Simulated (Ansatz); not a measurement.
# Pt under changes of volume

One of the cells (15.080 Å³/atom); the others are scaled copies at fixed shape and fractional positions:

```
CELL_PARAMETERS angstrom
0.00000 1.96090 1.96090
1.96090 0.00000 1.96090
1.96090 1.96090 0.00000
ATOMIC_POSITIONS crystal
Pt 0.00000 0.00000 0.00000
```

- Program: Ansatz 0.2.0
- Functional: LDA
- Potentials or basis: all-electron LAPW, scalar-relativistic
- Cutoff: 270 eV (chosen from the basis error)
- Basis error allowed: 0.001 eV/atom
- k mesh: 12 × 12 × 12
- Occupations: fermi-dirac, width 0.05 eV
- Spin: no spin polarisation

```tsv
volume (Å³/atom)	energy over the lowest point (meV/atom)	pressure (GPa)
14.175	24.48	14.0
14.477	5.60	6.4
14.778	0.00	-0.2
15.080	?	?
15.381	22.54	-11.2
15.683	48.05	-15.7
15.985	81.52	-19.6
```

**Question.** What does the run at 15.080 Å³/atom give?

**Answer.** Energy over the lowest point 6.11 meV/atom; pressure -6.0 GPa.

Worked out: A Birch-Murnaghan fit of order 3 (a polynomial in V^(-2/3)) to the other rows has its minimum at 14.77 Å³/atom with B0 = V·E''(V) = 306 GPa and B' = 5.3. It gives 6.15 meV/atom at 15.080 Å³/atom, against the run's 6.11, and -dE/dV = -6.1 GPa, against -6.0.

Energies are extrapolated to zero smearing.
